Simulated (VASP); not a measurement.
Si:

```
Si
1.0
     0.00000    5.42712    5.42712
     5.42712    0.00000    5.42712
     5.42712    5.42712    0.00000
Si
16
Direct
  0.37500 0.37500 0.37500
  0.37500 0.37500 0.87500
  0.37500 0.87500 0.37500
  0.37500 0.87500 0.87500
  0.87500 0.37500 0.37500
  0.87500 0.37500 0.87500
  0.87500 0.87500 0.37500
  0.87500 0.87500 0.87500
  0.25000 0.25000 0.25000
  0.25000 0.25000 0.75000
  0.25000 0.75000 0.25000
  0.25000 0.75000 0.75000
  0.75000 0.25000 0.25000
  0.75000 0.25000 0.75000
  0.75000 0.75000 0.25000
  0.75000 0.75000 0.75000
```

```yaml
Program: VASP 6.6.1
Task: phonon dispersion
Functional: PBE
Potentials_or_basis: VASP PAW PBE potentials, release 64 (Si)
Cutoff: 520 eV
k_mesh: 3 × 3 × 3
Occupations: gaussian, width 0.03 eV
Spin: no spin polarisation
Long-range_dipole_term: no
Supercell_matrix: "[2, 0, 0, 0, 2, 0, 0, 0, 2]"
Further_INCAR_settings: LREAL = Auto; ALGO = Normal; EDIFF = 1e-07; IBRION = 6; POTIM = 0.015; NSW = 1
```

**Question.** Is this structure dynamically stable at this level, and how far does the spectrum reach?

**Answer.** Yes, as far as this q mesh shows: no mode on the path is imaginary. The highest frequency is 516 cm⁻¹.

Phonon frequencies at the corners of the path (cm⁻¹, interpolated; i marks imaginary ones):
```csv
point,frequencies
Γ,0 0 0 516 516 516
X,143 143 411 411 463 463
W,192 192 380 380 475 475
K,134 217 372 398 471 479
L,110 110 377 415 492 492
U,134 217 372 398 471 479
```

A q mesh this small can miss soft modes between its points.
